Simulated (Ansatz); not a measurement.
# WC: molecular dynamics, part 2 of 2

The plan is to heat the crystal hard, then run on and watch the hot state. Runs: 180 steps of 1.12 fs under a Langevin thermostat at 2800 K; 200 steps of 1 fs under a Langevin thermostat and barostat at 1960 K and 10 GPa. The start is the crystal (P-6m2), its volume scaled by 1.15.

Ansatz 0.2.0; DFT PBE, plane waves, PAW, scalar-relativistic, no spin polarisation.

### 8 What the atoms did

One step in 11; energies are changes from step 0; msd is the mean square displacement from the start, the centre of mass held:

```csv
time (fs),T (K),potential energy change (meV/atom),conserved energy change (meV/atom),volume (Å³/atom),pressure (GPa),msd C (Å²),msd W (Å²)
0.0,1838,0.0,0.00,11.83,-18.3,0.000,0.000
11.0,1203,-74.8,0.11,11.72,-18.9,0.038,0.001
22.0,2579,-126.6,-0.04,11.32,-7.3,0.131,0.004
33.0,2227,-51.2,0.09,10.94,6.9,0.208,0.013
44.0,2753,-157.5,-0.10,10.80,6.8,0.190,0.023
55.0,1417,-136.6,0.28,10.71,8.6,0.186,0.029
66.0,1830,-140.6,0.24,10.69,10.2,0.134,0.031
77.0,1525,-190.3,0.25,10.74,6.7,0.095,0.028
88.0,1830,-210.7,0.21,10.62,10.9,0.087,0.027
99.0,2647,-188.3,0.04,10.44,19.6,0.083,0.027
110.0,2743,-256.0,0.00,10.61,9.8,0.091,0.030
121.0,1736,-159.7,0.20,10.82,6.4,0.128,0.036
132.0,1837,-172.9,0.24,11.06,-1.1,0.124,0.041
143.0,2020,-226.7,0.13,10.93,-1.7,0.103,0.045
154.0,1484,-202.6,0.28,10.74,4.8,0.118,0.047
165.0,1757,-182.5,0.19,10.83,1.5,0.127,0.045
176.0,2257,-192.4,0.04,11.07,-6.9,0.141,0.043
187.0,1884,-204.5,0.12,11.09,-7.8,0.172,0.040
198.0,1823,-248.7,0.10,10.79,2.0,0.157,0.039
200.0,2158,-240.3,-0.05,10.73,4.8,0.156,0.040
```

time (fs), T (K) and a bar:
```
      0.0       1838 ###########
      9.0       1276 
     17.0       2732 ############################
     26.0       2843 ##############################
     35.0       2475 #######################
     43.0       2329 ####################
     52.0       1873 ###########
     61.0       1344 #
     70.0       1703 ########
     78.0       1590 ######
     87.0       1608 ######
     96.0       1790 ##########
    104.0       2751 ############################
    113.0       2581 #########################
    122.0       1744 #########
    130.0       1779 ##########
    139.0       2149 #################
    148.0       1997 ##############
    157.0       1340 #
    165.0       1757 #########
    174.0       2359 #####################
    183.0       1843 ###########
    191.0       1664 #######
    200.0       2158 #################
```

### 9 Snapshots as a file

Positions (Å) and forces (eV/Å):

```xyz
16
Lattice="-2.960 -5.154 0.052 4.382 -2.544 0.029 0.003 -0.060 5.812" Properties=species:S:1:pos:R:3:forces:R:3 pbc="T T T" time_fs=33.0 T=2227 dE=-0.8195
W    -0.206   -4.926    0.324    3.663   -3.674   -1.766
C     1.172   -4.244    2.064    0.574   -1.475   -3.867
W    -0.188   -5.407    3.190    2.071    3.815    1.454
C     1.424   -4.246    4.558   -0.897   -2.101    2.849
W    -1.496   -2.668    0.215   -2.736    3.308   -1.069
C    -0.136   -1.776    1.448   -0.756    1.343    3.269
W    -1.583   -2.604    3.140    0.689    0.124   -0.029
C     0.086   -1.753    4.394   -2.890    0.109    3.832
W     1.361   -2.476    0.358    2.167   -2.741   -2.147
C     2.891   -1.975    1.865   -1.748    1.681   -1.818
W     1.413   -2.670    3.306    1.693    0.313   -2.869
C     3.031   -1.964    4.704   -2.750    2.312   -1.711
W    -0.100    0.014    0.260    1.918   -0.503   -0.638
C    -1.474   -4.106    1.704   -1.801   -2.886    0.386
W    -0.044   -0.234    3.027    0.369    3.318    2.263
C    -1.545   -4.186    4.438    0.434   -2.943    1.860
16
Lattice="-2.916 -5.035 0.138 4.406 -2.536 -0.072 -0.137 -0.076 5.787" Properties=species:S:1:pos:R:3:forces:R:3 pbc="T T T" time_fs=67.0 T=1989 dE=-2.3388
W    -0.058   -4.977    0.375   -1.874   -1.341   -0.853
C     1.304   -4.162    1.847    0.510   -0.887    0.200
W    -0.177   -5.310    3.194    0.999    4.796    1.653
C     1.229   -4.340    4.910    0.438    1.413   -3.333
W    -1.574   -2.585    0.376   -0.753    0.724   -2.148
C    -0.281   -1.924    1.761    3.248    2.323    0.495
W    -1.569   -2.527    3.176   -2.378   -1.624    3.858
C    -0.251   -1.784    4.844    0.064    0.263   -1.966
W     1.334   -2.481    0.415   -1.097   -1.781   -3.078
C     2.774   -1.632    1.485    1.010   -0.509    3.222
W     1.291   -2.593    3.293   -1.290   -1.957   -0.765
C     2.627   -1.721    4.574    1.453   -0.694    1.152
W    -0.200    0.112    0.298    2.295   -2.833   -2.858
C    -1.560   -4.110    1.813   -0.526   -2.490    0.349
W    -0.065   -0.211    2.938   -1.107    3.437    4.787
C    -1.615   -4.397    4.716   -0.990    1.161   -0.714
16
Lattice="-3.045 -4.984 -0.025 4.480 -2.441 -0.109 -0.094 0.082 5.609" Properties=species:S:1:pos:R:3:forces:R:3 pbc="T T T" time_fs=100.0 T=2632 dE=-2.9986
W    -0.118   -4.851    0.258   -0.176   -4.024   -1.559
C     1.402   -4.135    1.393    1.153    1.011    3.615
W    -0.237   -5.097    3.026    1.655    3.732   -0.250
C     1.118   -4.164    4.439    2.282    1.006   -0.961
W    -1.613   -2.555    0.251    0.290    2.232   -1.847
C     0.026   -1.721    1.502   -2.142    1.324    2.394
W    -1.482   -2.388    2.999   -3.428   -2.283    0.289
C    -0.179   -1.606    4.327    0.616    0.154    1.915
W     1.422   -2.370    0.239    0.574   -2.639   -1.625
C     3.158   -1.574    1.596   -4.256    0.457   -0.984
W     1.317   -2.564    3.092    1.248    1.062   -2.144
C     2.728   -1.588    4.433    0.644   -0.640    0.076
W    -0.146    0.059    0.261    2.691   -1.802   -2.248
C    -1.576   -4.110    1.653   -0.111   -0.382   -0.131
W    -0.025    0.034    2.938    0.625   -1.020    4.714
C    -1.646   -4.194    4.458   -1.666    1.812   -1.254
16
Lattice="-2.956 -5.167 -0.039 4.497 -2.620 -0.073 -0.052 0.074 5.715" Properties=species:S:1:pos:R:3:forces:R:3 pbc="T T T" time_fs=133.0 T=1815 dE=-2.9359
W     0.020   -5.115    0.220   -1.604   -1.045    0.515
C     1.388   -4.524    1.821    1.260    2.363   -2.671
W     0.000   -5.156    3.153   -2.377   -0.950   -1.245
C     1.578   -4.145    4.476   -1.739   -1.302    0.592
W    -1.672   -2.611    0.082    3.606   -0.703    4.939
C    -0.042   -1.682    1.773   -0.216    0.142   -1.143
W    -1.432   -2.518    3.085   -1.696   -0.584   -0.437
C    -0.019   -1.715    4.753   -0.861    0.944   -2.570
W     1.506   -2.558    0.264   -1.190   -0.953    0.223
C     2.852   -1.860    1.804    0.143    2.160   -2.040
W     1.443   -2.702    3.045   -0.477    2.878    1.720
C     2.908   -1.678    4.705    0.210    0.916   -2.168
W    -0.101    0.014    0.274    1.378   -0.989    0.327
C    -1.741   -4.275    1.673    2.795    0.708   -0.804
W    -0.117    0.213    3.083    1.403   -4.335    2.876
C    -1.490   -4.262    4.406   -0.635    0.749    1.886
16
Lattice="-2.835 -5.141 -0.010 4.339 -2.621 0.004 0.009 0.006 5.849" Properties=species:S:1:pos:R:3:forces:R:3 pbc="T T T" time_fs=167.0 T=1718 dE=-2.8539
W     0.045   -5.155    0.253   -1.905    0.026    0.846
C     1.639   -4.374    1.545   -2.316    1.099    2.877
W     0.029   -5.162    3.251   -0.541    0.463   -3.920
C     1.292   -4.358    4.537    2.968    1.950    1.217
W    -1.600   -2.592    0.068    5.105    0.613    3.013
C    -0.104   -1.646    1.653    1.392   -0.693    1.204
W    -1.326   -2.539    3.236   -2.030   -0.050   -2.180
C     0.102   -1.528    4.691   -1.587   -2.212   -0.549
W     1.321   -2.604    0.430    2.046    1.383   -3.798
C     2.998   -1.683    1.746   -1.782    0.113    0.315
W     1.526   -2.590    3.164   -1.238    0.498    1.451
C     2.822   -1.524    4.608    0.052   -3.677    0.856
W    -0.062    0.041    0.364    0.698   -0.329   -2.142
C    -1.276   -4.184    1.602   -1.516   -0.811    1.378
W     0.048    0.034    3.205   -1.773    0.031   -0.587
C    -1.587   -4.353    4.643    2.425    1.595    0.019
16
Lattice="-2.872 -5.077 -0.053 4.363 -2.571 -0.008 0.018 0.049 5.814" Properties=species:S:1:pos:R:3:forces:R:3 pbc="T T T" time_fs=200.0 T=2158 dE=-3.8448
W    -0.060   -5.128    0.150    2.232    0.132    2.442
C     1.433   -4.263    1.842    0.917    0.924   -1.891
W     0.125   -5.052    3.163   -1.492   -0.901   -0.777
C     1.610   -4.081    4.774   -2.059   -0.582   -2.164
W    -1.565   -2.573    0.172    2.882   -0.500    2.999
C     0.155   -1.575    1.939   -2.208   -1.928   -2.476
W    -1.435   -2.496    3.138    1.545   -0.170    0.756
C    -0.007   -1.622    4.765    0.785   -0.508   -0.745
W     1.379   -2.595    0.479    1.209    1.024   -3.195
C     2.793   -1.657    1.795    2.014   -0.445   -0.769
W     1.535   -2.443    3.272   -0.868   -2.185    0.690
C     3.039   -1.666    4.574   -0.685    0.308    1.478
W    -0.010   -0.014    0.298   -0.611    0.057    0.253
C    -1.435   -4.344    1.643    0.095    1.666    0.468
W     0.060   -0.036    3.195   -0.367    2.819    1.393
C    -1.168   -4.151    4.460   -3.389    0.289    1.538
```

Reading of run 2. Against a set 1960 K the second half averages 2019 K with a spread of 374 K (in equilibrium 16 atoms would scatter by about 400 K, over a far longer run). The conserved energy strays from its start by at most 0.37 meV/atom, 0.1 % of the mean kinetic energy, which is good for a step of 1 fs. The volume changes by -9.3 % from first to last step, and is still moving at the end, so it is no equilibrium value. Counted from the crystal's sites, with the common drift removed, the atoms stand 0.16 Å away over the last tenth of the run (root mean square), 7 % of the neighbour distance: under the 10 to 20 % at which crystals usually melt.

### 10 Summary of results

The summary covers parts 1 to 2.

| quantity | value |
| --- | --- |
| run 1: length | 180 steps of 1.12 fs |
| run 1: temperature, first and last step | 2625 and 1809 K |
| run 1: temperature, second half | mean 2541 K, from 1750 to 3225 K |
| run 1: potential energy, second half | +297 meV/atom from this run's first step |
| run 1: mean square displacement, second half | C 0.060, W 0.033 Å² |
| run 2: length | 200 steps of 1 fs |
| run 2: temperature, first and last step | 1838 and 2158 K |
| run 2: temperature, second half | mean 2019 K, from 1340 to 3077 K |
| run 2: potential energy, second half | -201 meV/atom from this run's first step |
| run 2: largest change of the conserved energy | 0.37 meV/atom |
| run 2: volume, first and last step | 11.83 and 10.73 Å³/atom |
| run 2: mean square displacement, second half | C 0.126, W 0.040 Å² |

**Reading.** Mean temperatures of the second halves: 2541 K, 2019 K. In the last run: counted from the crystal's sites, with the common drift removed, the atoms stand 0.16 Å away over the last tenth of the run (root mean square), 7 % of the neighbour distance: under the 10 to 20 % at which crystals usually melt. 200 fs on 16 atoms is far too short and small for converged averages. Accuracy level and mesh were kept low to afford the steps.
